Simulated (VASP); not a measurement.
# Br2 in VASP: further runs

The runs below take Br2 through single point, with PBE, RPBE, RPBE+D3(BJ).

Program: VASP 6.6.1. These are calculated values, not measurements. Logs are shortened: lines on timing, memory, paths and dates and some standing lists are left out, and cuts for length are marked.

### 1 The molecule as given

The cell holds a molecule in a box, 2 atoms: a = 12.472 Å, b = 12.972 Å, c = 13.472 Å, α = 90.00°, β = 90.00°, γ = 90.00°.

### 2 Single point, PBE

File INCAR:

```
SYSTEM = Br
PREC = Accurate ; ENCUT = 400
EDIFF = 1E-6 ; ISMEAR = 0
SIGMA = 0.01 ; LREAL = .FALSE.
LASPH = .TRUE. ; NELM = 100
ALGO = Normal ; ISIF = 2
LWAVE = .FALSE. ; LCHARG = .FALSE.
GGA = PE ; ISYM = 0
```

File KPOINTS:

```
Automatic mesh
0
G
  1 1 1
  0 0 0
```

File POSCAR:

```
Br                                      
1.0
   12.4722938544      0.0000000000      0.0000000000
    0.0000000000     12.9722938544      0.0000000000
    0.0000000000      0.0000000000     13.4722938544
  Br            
     2
Selective dynamics
Direct
     0.5078502952000008    0.4603059263999967    0.5731981456000028   F   F   F
     0.4919772060519535    0.5483685441836534    0.4251836996055127   T   T   T
```

Potentials or basis: VASP PAW PBE potentials, release 64 (Br).

Run with:

```sh
$ cat potpaw_PBE.64/Br/POTCAR > POTCAR
$ mpirun -np 1 vasp_gam > vasp.out
```

OUTCAR:

```text
SYSTEM = Br
   PREC = Accurate
   ENCUT = 400
   EDIFF = 1E-6
   ISMEAR = 0
   LREAL = .FALSE.
   LASPH = .TRUE.
   NELM = 100
   ISIF = 2
   GGA = PE
   ISYM = 0

 ion  position               nearest neighbor table
   1  0.508  0.460  0.573-   2 2.31
   2  0.492  0.548  0.425-   1 2.31

IMPORTANT INFORMATION: All symmetrisations will be switched off!
NOSYMM: (Re-)initialisation of all symmetry stuff for point group C_1.

----------------------------------------------------------------------------------------

                                     Primitive cell

  volume of cell :    2179.7398

  direct lattice vectors                    reciprocal lattice vectors
    12.472293854  0.000000000  0.000000000     0.080177713  0.000000000  0.000000000
     0.000000000 12.972293854  0.000000000     0.000000000  0.077087369  0.000000000
     0.000000000  0.000000000 13.472293854     0.000000000  0.000000000  0.074226409

  length of vectors
    12.472293854 12.972293854 13.472293854     0.080177713  0.077087369  0.074226409

  position of ions in fractional coordinates (direct lattice)
     0.507850295  0.460305926  0.573198146
     0.491977206  0.548368544  0.425183700

  ion indices of the primitive-cell ions
   primitive index   ion index
                 1           1
                 2           2

----------------------------------------------------------------------------------------

 KPOINTS: Automatic mesh

Automatic generation of k-mesh.
 Grid dimensions read from file:
 generate k-points for:    1    1    1

 Generating k-lattice:

  Cartesian coordinates                     Fractional coordinates (reciprocal lattice)
     0.080177713  0.000000000  0.000000000     1.000000000  0.000000000  0.000000000
     0.000000000  0.077087369  0.000000000     0.000000000  1.000000000  0.000000000
     0.000000000  0.000000000  0.074226409     0.000000000  0.000000000  1.000000000

  Length of vectors
     0.080177713  0.077087369  0.074226409

  Shift w.r.t. Gamma in fractional coordinates (k-lattice)
     0.000000000  0.000000000  0.000000000

 Subroutine IBZKPT returns following result:
 ===========================================

 Found      1 irreducible k-points:

 Following reciprocal coordinates:
            Coordinates               Weight
  0.000000  0.000000  0.000000      1.000000
   k-points           NKPTS =      1   k-points in BZ     NKDIM =      1   number of bands    NBANDS=     11
   number of dos      NEDOS =    301   number of ions     NIONS =      2
   total plane-waves  NPLWV = 680400
   dimension x,y,z NGX =    84 NGY =   90 NGZ =   90
   dimension x,y,z NGXF=   168 NGYF=  180 NGZF=  180
   ions per type =               2
   NGX,Y,Z   is equivalent  to a cutoff of  11.20, 11.53, 11.11 a.u.
   NGXF,Y,Z  is equivalent  to a cutoff of  22.39, 23.07, 22.21 a.u.
 SYSTEM =  Br
   PREC   = accura    normal or accurate (medium, high low for compatibility)
   ISTART =      0    job   : 0-new  1-cont  2-samecut
   ICHARG =      2    charge: 1-file 2-atom 10-const
   ISPIN  =      1    spin polarized calculation?
   LNONCOLLINEAR =      F non collinear calculations
   LSORBIT =      F    spin-orbit coupling
   LASPH  =      T    aspherical Exc in radial PAW
   ENCUT  =  400.0 eV  29.40 Ry    5.42 a.u.  20.34 21.15 21.97*2*pi/ulx,y,z
   NELM   =    100;   NELMIN=  2; NELMDL= -5     # of ELM steps
   EDIFF  = 0.1E-05   stopping-criterion for ELM
   LREAL  =      F    real-space projection
   EDIFFG = 0.1E-04   stopping-criterion for IOM
   NSW    =      0    number of steps for IOM
   IBRION =     -1    ionic relax: 0-MD 1-quasi-New 2-CG
   NFREE  =      0    steps in history (QN), initial steepest desc. (CG)
   ISIF   =      2    stress and relaxation
   ISYM   =      0    0-nonsym 1-usesym 2-fastsym
   POTIM  = 0.5000    time-step for ionic-motion
   TEBEG  =    0.0;   TEEND  =   0.0 temperature during run
   PSTRESS=    0.0 pullay stress
   NELECT =      14.0000    total number of electrons
   NUPDOWN=      -1.0000    fix difference up-down
   EMIN   =  10.00;   EMAX   =-10.00  energy-range for DOS
   EFERMI =   0.00;   METHOD = LEGACY
   ISMEAR =     0;   SIGMA  =   0.01  broadening in eV -4-tet -1-fermi 0-gaus
   EFERMI_NEDOS =   21; number of points for ismear=-14 and -15
   IALGO  =     38    algorithm
   IMIX   =      4    mixing-type and parameters
     AMIX     =   0.40;   BMIX     =  1.00
     AMIX_MAG =   1.60;   BMIX_MAG =  1.00
  volume/ion in A,a.u.               =    1089.87      7354.81
  Fermi-wavevector in a.u.,A,eV,Ry     =   0.304310  0.575062  1.259960  0.092604
  Thomas-Fermi vector in A             =   1.176283
   LORBIT       =      0    0 simple, 1 ext, 2 COOP (PROOUT), +10 PAW based schemes
   GGA     = PE    functional components
   LHFCALC =     F    Hartree Fock is set to
   AEXX    =    0.0000 exact exchange contribution
   IVDW    =     0    specifies the selected vdW correction
   LEPSILON=     F    determine dielectric tensor
   LRPA    =     F    only Hartree local field effects (RPA)
 non-spin polarized calculation
 Gauss-broadening in eV      SIGMA  =   0.01
  energy-cutoff  :      400.00
  volume of cell :     2179.74
 maximum number of plane-waves:     19819
 NGX is ok and might be reduce to    84
   NGX = 41   NGY = 43   NGZ = 43

 number of electron      13.9999996 magnetization

 Free energy of the ion-electron system (eV)
  ---------------------------------------------------
  ext. energy  EPLUGINS =         0.00000000
  ---------------------------------------------------
  free energy    TOTEN  =        -3.02237731 eV

  energy without entropy =       -3.02237731  energy(sigma->0) =       -3.02237731

 E-fermi :  -6.5823     XC(G=0):  -0.5430

 val. band max:       -6.6511324605   @ k =   0.0000   0.0000   0.0000
 cond. band min:      -4.4441535417   @ k =   0.0000   0.0000   0.0000
 fundamental gap:      2.2069789188
 Fermi energy:        -6.5822667029

 k-point     1 :       0.0000    0.0000    0.0000
  band No.  band energies     occupation
      1     -21.7880      2.00000
      2     -19.0000      2.00000
      3     -10.6479      2.00000
      4      -8.6421      2.00000
      5      -8.6418      2.00000
      6      -6.6515      2.00000
      7      -6.6511      2.00000
      8      -4.4442      0.00000
      9      -0.4245      0.00000
     10       0.5268      0.00000
     11       0.5542      0.00000

------------------------ aborting loop because EDIFF is reached ----------------------------------------

  FORCE on cell =-STRESS in cart. coord.  units (eV):
  Direction    XX          YY          ZZ          XY          YZ          ZX
  --------------------------------------------------------------------------------------
  -------------------------------------------------------------------------------------
  Total       -0.0219423     -0.0236217     -0.0270488      0.0001992      0.0018025     -0.0002985
  in kB       -0.0161282     -0.0173627     -0.0198817      0.0001464      0.0013249     -0.0002194
  external PRESSURE =      -0.0177909 kB  Pullay stress =       0.0000000 kB

 VOLUME and BASIS-vectors are now :
 -----------------------------------------------------------------------------
  energy-cutoff  :      400.00
  volume of cell :     2179.74
      direct lattice vectors                 reciprocal lattice vectors
    12.472293854  0.000000000  0.000000000     0.080177713  0.000000000  0.000000000
     0.000000000 12.972293854  0.000000000     0.000000000  0.077087369  0.000000000
     0.000000000  0.000000000 13.472293854     0.000000000  0.000000000  0.074226409

 POSITION                                       TOTAL-FORCE (eV/Angst)
 -----------------------------------------------------------------------------------
      6.33406      5.97122      7.72229        -0.000452      0.000454     -0.001603
      6.13608      7.11360      5.72820         0.000452     -0.000454      0.001603
 -----------------------------------------------------------------------------------
    total drift:                                0.000024     -0.000547     -0.000136

  FREE ENERGIE OF THE ION-ELECTRON SYSTEM (eV)
  ---------------------------------------------------
  free  energy   TOTEN  =        -3.0223773099 eV

  energy  without entropy=       -3.0223773099  energy(sigma->0) =       -3.02237731
```

It took 57 s on 1 thread of Intel Xeon 6975P-C (Granite Rapids), shared host; peak memory 1 GiB.

Results:

```
Free energy                     : -3.0224 eV
Gap between the frontier levels : 2.21 eV
```

### 3 Single point, RPBE

INCAR: that of step 2 with these lines changed.

```diff
@@ -7,2 +7,2 @@
 LWAVE = .FALSE. ; LCHARG = .FALSE.
-GGA = PE ; ISYM = 0
+GGA = RP ; ISYM = 0
```

KPOINTS is that of step 2.

POSCAR is that of step 2.

Potentials or basis: VASP PAW PBE potentials, release 64 (Br).

Run with:

```sh
$ cat potpaw_PBE.64/Br/POTCAR > POTCAR
$ mpirun -np 1 vasp_gam > vasp.out
```

Wall time 54 s (1 thread of Intel Xeon 6975P-C (Granite Rapids), shared host); peak memory 1 GiB.

It converged, with:

| Quantity | Value |
| --- | --- |
| Free energy | -2.8493 eV |
| Largest force | 0.158 eV/Å |
| Gap between the frontier levels | 2.25 eV |

Forces in eV/Å, atoms in the order of the input:
```
Br   0.013 -0.079  0.137
Br  -0.013  0.079 -0.137
```

Levels at points of the mesh, in eV from the valence-band top:
```tsv
k point	band 5	band 6	band 7	band 8	band 9	band 10
(0.00, 0.00, 0.00)	-1.98	0.00	0.00	2.25	6.13	7.11
```

Caveat: the PAW data sets were made with another functional, which shifts forces and pressure a little. Expect the measured gap to be larger: semilocal functionals such as RPBE lack the derivative discontinuity.

### 4 Single point, RPBE+D3(BJ)

INCAR: that of step 3 with these lines changed.

```diff
@@ -7,2 +7,3 @@
 LWAVE = .FALSE. ; LCHARG = .FALSE.
-GGA = RP ; ISYM = 0
+GGA = RP ; IVDW = 12
+ISYM = 0
```

KPOINTS is that of step 3.

POSCAR is that of step 3.

Run with:

```sh
$ cat potpaw_PBE.64/Br/POTCAR > POTCAR
$ mpirun -np 1 vasp_gam > vasp.out
```

Run time: 56 s. Hardware: 1 thread of Intel Xeon 6975P-C (Granite Rapids), shared host; peak memory 1 GiB.

The run converged. Its results:

```yaml
Free_energy: -3.2524 eV
Largest_force: 0.046 eV/Å
Gap_between_the_frontier_levels: 2.25 eV
Dispersion_energy_per_atom: -0.202 eV
```

Forces on the atoms (eV/Å):
```
Br  -0.004  0.023 -0.040
Br   0.004 -0.023  0.040
```

Levels at points of the mesh, in eV from the valence-band top:
| k point | band 5 | band 6 | band 7 | band 8 | band 9 | band 10 |
| --- | --- | --- | --- | --- | --- | --- |
| (0.00, 0.00, 0.00) | -1.98 | 0.00 | 0.00 | 2.25 | 6.13 | 7.11 |

Caveat: the PAW data sets were made with another functional, which shifts forces and pressure a little. As with any semilocal functional, this RPBE gap is likely too small.

### 5 Overview

| level | gap on the mesh (eV) | largest force (eV/Å) |
| --- | --- | --- |
| PBE | 2.21 | - |
| RPBE | 2.25 | 0.16 |
| RPBE+D3(BJ) | 2.25 | 0.05 |

Alike in all rows: task single point; potentials or basis VASP PAW PBE potentials, release 64 (Br); no spin polarisation; cell as given; k mesh 1 × 1 × 1; cutoff (eV) 400; smearing gaussian 0.01 eV.

On the cell as given the gap runs from 2.21 eV (PBE) to 2.25 eV (RPBE).

Caveats: the PAW data sets were made with another functional, which shifts forces and pressure a little (some runs).

Absolute energies hang on the potentials; compare differences alone.
